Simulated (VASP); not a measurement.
# SiNi3 (Pm-3m) in VASP: a series of runs

One crystal, SiNi3, is run at these levels: PBE+D3(BJ); tasks: single point, relaxation of cell and atoms.

All numbers are computed with VASP 6.6.1; they aren't measurements. Logs are shortened: lines on timing, memory, paths and dates and some standing lists are left out, and cuts for length are marked.

## (1) The structure

It takes space group Pm-3m (No. 221, cubic). The conventional cell has a = 3.466 Å, b = 3.466 Å, c = 3.466 Å, α = 90.00°, β = 90.00°, γ = 90.00°. Around Si (site symmetry m-3m) lie 12 Ni at 2.45 Å. Ni (site symmetry 4/mmm) is surrounded by 4 Si at 2.45 Å and 8 Ni at 2.45 Å.

The cell comes from a database or a generator and needn't be the stable form of this composition.

## (2) Single point, PBE+D3(BJ)

Contents of INCAR:

```
SYSTEM = SiNi3
PREC = Accurate
ENCUT = 520
EDIFF = 1E-6
ISMEAR = 0
SIGMA = 0.1
LREAL = .False.
LASPH = .True.
NELM = 100
ALGO = Fast
ISIF = 2
LWAVE = .False.
LCHARG = .False.
GGA = PE
IVDW = 12
NBANDS = 25
```

Contents of KPOINTS:

```
Automatic mesh
0
Gamma
  14 14 14
  0 0 0
```

Contents of POSCAR:

```
SiNi3
1.0
    3.4655137228      0.0000000000      0.0000000000
    0.0000000000      3.4655137228      0.0000000000
    0.0000000000      0.0000000000      3.4655137228
Si Ni
1 3
Direct
    0.0000000000      0.0000000000      0.0000000000
    0.0000000000      0.5000000000      0.5000000000
    0.5000000000      0.5000000000      0.0000000000
    0.5000000000      0.0000000000      0.5000000000
```

Potentials or basis: VASP PAW PBE potentials, release 64 (Si, Ni).

Launch:

```console
$ cat potpaw_PBE.64/Si/POTCAR potpaw_PBE.64/Ni/POTCAR > POTCAR
$ mpirun -np 1 vasp_std > vasp.out
```

OUTCAR:

```text
SYSTEM = SiNi3
   PREC = Accurate
   ENCUT = 520
   EDIFF = 1E-6
   ISMEAR = 0
   LREAL = .False.
   LASPH = .True.
   NELM = 100
   ISIF = 2
   GGA = PE
   IVDW = 12
 IVDW          = 12

 ion  position               nearest neighbor table
   1  0.000  0.000  0.000-   2 2.45   3 2.45   4 2.45   2 2.45   4 2.45   2 2.45   3 2.45   2 2.45
                             3 2.45   4 2.45   4 2.45   3 2.45
   2  0.000  0.500  0.500-   1 2.45   3 2.45   4 2.45   1 2.45   3 2.45   1 2.45   4 2.45   1 2.45
                             3 2.45   4 2.45   3 2.45   4 2.45
   3  0.500  0.500  0.000-   1 2.45   2 2.45   4 2.45   2 2.45   4 2.45   1 2.45   4 2.45   4 2.45
                             1 2.45   2 2.45   2 2.45   1 2.45
   4  0.500  0.000  0.500-   1 2.45   2 2.45   3 2.45   1 2.45   3 2.45   2 2.45   3 2.45   3 2.45
                             1 2.45   2 2.45   1 2.45   2 2.45

  LATTYP: Found a simple cubic cell.
 ALAT       =     3.4655137228

  Lattice vectors:

 A1 = (   3.4655137228,   0.0000000000,   0.0000000000)
 A2 = (   0.0000000000,   3.4655137228,   0.0000000000)
 A3 = (   0.0000000000,   0.0000000000,   3.4655137228)

Analysis of symmetry for initial positions (statically):
=====================================================================
 Subroutine PRICEL returns:
 Original cell was already a primitive cell.

 Routine SETGRP: Setting up the symmetry group for a
 simple cubic supercell.

 Subroutine GETGRP returns: Found 48 space group operations
 (whereof 48 operations were pure point group operations)
 out of a pool of 48 trial point group operations.

The static configuration has the point symmetry O_h .

Analysis of symmetry for dynamics (positions and initial velocities):
=====================================================================
 Subroutine PRICEL returns:
 Original cell was already a primitive cell.

 Routine SETGRP: Setting up the symmetry group for a
 simple cubic supercell.

 Subroutine GETGRP returns: Found 48 space group operations
 (whereof 48 operations were pure point group operations)
 out of a pool of 48 trial point group operations.

The dynamic configuration has the point symmetry O_h .

 Subroutine INISYM returns: Found 48 space group operations
 (whereof 48 operations are pure point group operations),
 and found     1 'primitive' translations

----------------------------------------------------------------------------------------

                                     Primitive cell

  volume of cell :      41.6201

  direct lattice vectors                    reciprocal lattice vectors
[... 96 lines left out ...]
   NFREE  =      0    steps in history (QN), initial steepest desc. (CG)
   ISIF   =      2    stress and relaxation
   ISYM   =      2    0-nonsym 1-usesym 2-fastsym
   POTIM  = 0.5000    time-step for ionic-motion
   TEBEG  =    0.0;   TEEND  =   0.0 temperature during run
   PSTRESS=    0.0 pullay stress
   NELECT =      34.0000    total number of electrons
   NUPDOWN=      -1.0000    fix difference up-down
   EMIN   =  10.00;   EMAX   =-10.00  energy-range for DOS
   EFERMI =   0.00;   METHOD = LEGACY
   ISMEAR =     0;   SIGMA  =   0.10  broadening in eV -4-tet -1-fermi 0-gaus
   EFERMI_NEDOS =   21; number of points for ismear=-14 and -15
   IALGO  =     68    algorithm
   IMIX   =      4    mixing-type and parameters
     AMIX     =   0.40;   BMIX     =  1.00
     AMIX_MAG =   1.60;   BMIX_MAG =  1.00
  volume/ion in A,a.u.               =      10.41        70.22
  Fermi-wavevector in a.u.,A,eV,Ry     =   1.530383  2.892005 31.865833  2.342073
  Thomas-Fermi vector in A             =   2.637874
   LORBIT       =      0    0 simple, 1 ext, 2 COOP (PROOUT), +10 PAW based schemes
   GGA     = PE    functional components
   LHFCALC =     F    Hartree Fock is set to
   AEXX    =    0.0000 exact exchange contribution
   IVDW    =    12    specifies the selected vdW correction
   LEPSILON=     F    determine dielectric tensor
   LRPA    =     F    only Hartree local field effects (RPA)
 non-spin polarized calculation
 RMM-DIIS sequential band-by-band and
 Gauss-broadening in eV      SIGMA  =   0.10
  energy-cutoff  :      520.00
  volume of cell :       41.62
 maximum number of plane-waves:      1141
 NGX is ok and might be reduce to    28
   NGX = 13   NGY = 13   NGZ = 13

 number of electron      33.9999971 magnetization

 Free energy of the ion-electron system (eV)
  ---------------------------------------------------
  ext. energy  EPLUGINS =         0.00000000
  ---------------------------------------------------
  free energy    TOTEN  =       -23.64959431 eV

  energy without entropy =      -23.63982768  energy(sigma->0) =      -23.64471100

 E-fermi :  11.1881     XC(G=0): -13.2912

 val. band max:       11.1735329425   @ k =   0.0714   0.0714   0.0714
 cond. band min:      11.1927908130   @ k =   0.0714   0.0714   0.0000
 fundamental gap:      0.0192578704
 Fermi energy:        11.1880548843

 k-point     1 :       0.0000    0.0000    0.0000
  band No.  band energies     occupation
      1      -1.0187      2.00000
      2       6.0916      2.00000
      3       6.9255      2.00000
      4       6.9255      2.00000
      5       7.4692      2.00000
      6       7.4692      2.00000
[... 661 lines left out ...]
     24      20.8612      0.00000
     25      21.6868      0.00000

 [... further k-points ...]

------------------------ aborting loop because EDIFF is reached ----------------------------------------

 Edisp (eV)   -2.04850

 E8    (eV) :    -0.8741

  FORCE on cell =-STRESS in cart. coord.  units (eV):
  Direction    XX          YY          ZZ          XY          YZ          ZX
  --------------------------------------------------------------------------------------
  -------------------------------------------------------------------------------------
  Total       0.01211     0.01211     0.01211    -0.00000     0.00000     0.00000
  in kB       0.46616     0.46616     0.46616    -0.00000     0.00000     0.00000
  external pressure =        0.47 kB  Pullay stress =        0.00 kB

 VOLUME and BASIS-vectors are now :
 -----------------------------------------------------------------------------
  energy-cutoff  :      520.00
  volume of cell :       41.62
      direct lattice vectors                 reciprocal lattice vectors
     3.465513723  0.000000000  0.000000000     0.288557507  0.000000000  0.000000000
     0.000000000  3.465513723  0.000000000     0.000000000  0.288557507  0.000000000
     0.000000000  0.000000000  3.465513723     0.000000000  0.000000000  0.288557507

 POSITION                                       TOTAL-FORCE (eV/Angst)
 -----------------------------------------------------------------------------------
      0.00000      0.00000      0.00000         0.000000      0.000000      0.000000
      0.00000      1.73276      1.73276         0.000000      0.000000      0.000000
      1.73276      1.73276      0.00000         0.000000      0.000000      0.000000
      1.73276      0.00000      1.73276         0.000000      0.000000      0.000000
 -----------------------------------------------------------------------------------
    total drift:                                0.000000      0.000000      0.000000

  FREE ENERGIE OF THE ION-ELECTRON SYSTEM (eV)
  ---------------------------------------------------
  free  energy   TOTEN  =       -25.6980982261 eV

  energy  without entropy=      -25.6883315991  energy(sigma->0) =      -25.69321491
```

OSZICAR:

```text
N       E                     dE             d eps       ncg     rms          rms(c)
DAV:   1     0.202168853945E+03    0.20217E+03   -0.15400E+04  6072   0.184E+03
DAV:   2    -0.164760890663E+02   -0.21864E+03   -0.20625E+03  6000   0.333E+02
DAV:   3    -0.272303490351E+02   -0.10754E+02   -0.10371E+02  6988   0.965E+01
DAV:   4    -0.274151654301E+02   -0.18482E+00   -0.18447E+00  6804   0.114E+01
DAV:   5    -0.274208989787E+02   -0.57335E-02   -0.57328E-02  7391   0.188E+00    0.203E+01
RMM:   6    -0.269847549055E+02    0.43614E+00   -0.33595E+01  6603   0.662E+01    0.174E+01
RMM:   7    -0.237628352901E+02    0.32219E+01   -0.91781E+00  6161   0.361E+01    0.456E+00
RMM:   8    -0.236540834027E+02    0.10875E+00   -0.13267E-01  6583   0.318E+00    0.806E-01
RMM:   9    -0.236498658076E+02    0.42176E-02   -0.33032E-02  6788   0.146E+00    0.405E-01
RMM:  10    -0.236495025951E+02    0.36321E-03   -0.11064E-02  7497   0.864E-01    0.237E-01
RMM:  11    -0.236499037942E+02   -0.40120E-03   -0.57172E-03  6664   0.877E-01    0.209E-01
RMM:  12    -0.236495045412E+02    0.39925E-03   -0.24489E-03  6963   0.492E-01    0.476E-02
RMM:  13    -0.236495855695E+02   -0.81028E-04   -0.91710E-04  8258   0.174E-01    0.301E-02
RMM:  14    -0.236495962496E+02   -0.10680E-04   -0.10146E-04  8306   0.567E-02    0.374E-02
RMM:  15    -0.236495936555E+02    0.25941E-05   -0.75203E-06  6169   0.217E-02    0.175E-02
RMM:  16    -0.236495943109E+02   -0.65543E-06   -0.17167E-06  3881   0.984E-03
   1 F= -.25698098E+02 E0= -.25693215E+02  d E =-.976663E-02
```

stdout:

```text
POSCAR found type information on POSCAR SiNi
 POSCAR found :  2 types and       4 ions
 scaLAPACK will be used
 LDA part: xc-table for (Slater+PW92), standard interpolation
 POSCAR, INCAR and KPOINTS ok, starting setup
 FFT: planning ... GRIDC
 FFT: planning ... GRID_SOFT
 FFT: planning ... GRID
 WAVECAR not read
 entering main loop
```

Wall time 1.7 min (1 thread of Intel Xeon Platinum 8488C (Sapphire Rapids), shared host); peak memory 0.23 GiB.

What came out:

```
Free energy                : -25.6981 eV
Pressure                   : 0.0 GPa
Band gap on the k mesh     : none (metal or under the smearing width)
Dispersion energy per atom : -0.512 eV
```

Levels at points of the mesh, in eV from the Fermi level:
| k point | band 15 | band 16 | band 17 | band 18 | band 19 | band 20 |
| --- | --- | --- | --- | --- | --- | --- |
| (0.00, 0.00, 0.00) | -0.65 | -0.31 | 0.04 | 0.04 | 0.04 | 5.16 |
| (0.50, 0.00, 0.00) | -1.20 | -0.58 | 0.04 | 3.74 | 3.74 | 5.35 |
| (0.50, 0.50, 0.00) | -1.16 | -1.06 | -0.99 | 0.69 | 0.69 | 5.81 |
| (0.50, 0.50, 0.50) | -1.31 | -0.46 | -0.21 | -0.21 | -0.21 | 1.36 |

Caveat: pairwise dispersion overbinds metals, which lowers pressure and volume. Spin polarisation is off, so any magnetic state and its effect on volume and gap are missing.

[end of part 1 of 2]
